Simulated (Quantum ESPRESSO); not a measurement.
Runs of Quantum ESPRESSO 7.5 on TiO2 (Anatase). Symmetry: I4_1/amd, No. 141, tetragonal system. Conventional cell: a = 3.784 Å, b = 3.784 Å, c = 9.515 Å, α = 90.00°, β = 90.00°, γ = 90.00°. Ti (site symmetry -4m2) is surrounded by 6 O at 1.93 to 1.98 Å. Around O (site symmetry 2mm) lie 3 Ti at 1.93 to 1.98 Å. 

| task | level | potentials or basis | k mesh | cutoff (eV) | form of the LDA correlation | dispersion computed by | mesh quality | gap on the mesh (eV) | pressure (GPa) | V0 of scaled cells (Å³/atom) | B0 (GPa) | largest force (eV/Å) |
| --- | --- | --- | --- | --- | --- | --- | --- | --- | --- | --- | --- | --- |
| single point | PBE | SSSP 1.3 efficiency PBE | 10 × 10 × 10 | 748 | - | - | not flagged | 2.13 | (c) | - | - | 0.10 |
| band structure | RGE2 | PseudoDojo 0.4.1 SR PBE standard | 10 × 10 × 10 | 1143 | - | - | not flagged | (a) | 1.3 | - | - | - |
| equation of state | LDA | GBRV 1.5 LDA | 8 × 8 × 8 | 612 | PZ81 | - | not flagged | - | - | 11.06 | 237 | - |
| single point | PBEsol | GBRV 1.5 PBEsol | 10 × 10 × 10 | 612 | - | - | not flagged | 2.09 | -0.8 | - | - | - |
| equation of state | PBEsol | GBRV 1.5 PBEsol | 10 × 10 × 10 | 612 | - | - | not flagged | - | - | 11.32 | 222 | - |
| equation of state | PBE+D4 | PseudoDojo 0.4.1 SR PBE standard | 6 × 6 × 6 | 1143 | - | dftd4 4.3.1 through ASE | coarse | - | - | (d) | 212 | - |
| equation of state | PBE | GBRV 1.5 PBE | 10 × 10 × 10 | 612 | - | - | not flagged | - | - | 11.65 | 207 | - |
| band structure | LDA | GBRV 1.5 LDA | 10 × 10 × 10 | 612 | PZ81 | - | not flagged | (b) | -6.0 | - | - | 0.10 |
| equation of state | PBE | SSSP 1.3 efficiency PBE | 10 × 10 × 10 | 748 | - | - | not flagged | - | - | 11.62 | 206 | - |

Alike in all rows: no spin polarisation; cell as given; smearing fermi-dirac 0.05 eV.

Problem. Fill in the values left out.

Solution. (a) 2.16; (b) 2.03; (c) 4.9; (d) 11.41.

Caveats: some runs use coarse meshes; the cell was scaled at fixed shape and fractional positions, which overstates the stiffness of a crystal with free parameters, most of all of layers and chains (some runs); the potentials were made for another functional, which shifts forces and pressure (some runs).

A k mesh can miss the band edges.

Not every run made on this cell is shown here.
